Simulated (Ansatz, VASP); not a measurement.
Two plane-wave programs on MnO

Contents of INCAR:

```
PREC = Accurate ; ENCUT = 520
EDIFF = 1E-6 ; ISMEAR = -1
SIGMA = 0.05 ; LREAL = False
LASPH = True ; NELM = 150
ALGO = Normal ; ISIF = 2
LWAVE = False ; LCHARG = False
ISPIN = 2 ; MAGMOM = 4 0
LORBIT = 11 ; LMAXMIX = 4
GGA = PS ; NBANDS = 20
```

Contents of KPOINTS:

```
regular mesh
0
Gamma
  6 6 6
```

POSCAR

```
MnO
1.0
    0.0000000000      2.2239077028      2.2239077028
    2.2239077028      0.0000000000      2.2239077028
    2.2239077028      2.2239077028      0.0000000000
Mn O
1 1
Direct
    0.0000000000      0.0000000000      0.0000000000
    0.5000000000      0.5000000000      0.5000000000
```

input.yaml

```yaml
crystal:
  lattice:
    - [0.0, 2.2239077028, 2.2239077028]
    - [2.2239077028, 0.0, 2.2239077028]
    - [2.2239077028, 2.2239077028, 0.0]
  atoms:
    - { symbol: Mn, position: [0.0, 0.0, 0.0], spin: 4.0 }
    - { symbol: O, position: [0.5, 0.5, 0.5] }
hamiltonian:
  xc: pbesol
  pseudopotentials: { kind: paw }
magnetization:
  spin_polarized: true
kpoints:
  mp_grid: { grid: [6, 6, 6] }
  band_path:
    path:
      - [[0.0, 0.0, 0.0], [0.5, 0.0, 0.5], [0.5, 0.25, 0.75], [0.375, 0.375, 0.75], [0.0, 0.0, 0.0], [0.5, 0.5, 0.5], [0.625, 0.25, 0.625], [0.5, 0.25, 0.75], [0.5, 0.5, 0.5], [0.375, 0.375, 0.75]]
      - [[0.625, 0.25, 0.625], [0.5, 0.0, 0.5]]
    npoints: 14
scf:
  occupations: { method: fermi_dirac, width: 0.05 }
  n_extra_bands: 6
output:
  forces: true
  stress: true
  eigenvalues: true
  fatbands: false
  write_density: true
  write_potential: true
  elf: true
  volumetric_format: npy
```

The cell is a database's computed one.

Alike in both runs: functional PBEsol; k mesh 6 × 6 × 6; occupations fermi-dirac, width 0.05 eV; collinear spin.

|  | VASP | Ansatz |
| --- | --- | --- |
| version | VASP 6.6.1 | Ansatz 0.2.0 |
| potentials or method | VASP PAW PBE potentials, release 64 (Mn_pv, O) | Ansatz PAW |
| plane-wave cutoff (eV) | 520 | 420 |
| valence electrons in the cell | 19 | 21 |
| task | single point | band structure |

```csv
,VASP,Ansatz,Ansatz less VASP
gap on the k mesh at the Fermi level (eV),none,none,-
pressure (GPa),-8.1,-8.3,-0.25
net moment per atom (μB),2.36,2.36,0.000
size of the moment on the site where the two differ most (μB),4.28,4.00,-0.283
```

Site moments also hang on the region over which each program counts them. A gap of «none» marks a metal or a gap that the smearing closes. The two sets of potentials don't hold the same shells in valence.

Caveats: the k mesh is coarse (spacing up to 0.41 Å⁻¹), so the values aren't converged; a cell with one magnetic atom can't hold antiferromagnetic order, which such compounds often take; semilocal functionals often make such compounds metallic where correlation or magnetic order opens a gap, which also shifts bond lengths; the PAW data sets were made with another functional, which shifts forces and pressure a little (VASP); the pressure holds a Pulay correction of +0.6 GPa for the finite cutoff (Ansatz); the PAW data sets come from PBE, with cores solved anew for the run's functional, which leaves a small shift of forces and pressure (Ansatz).
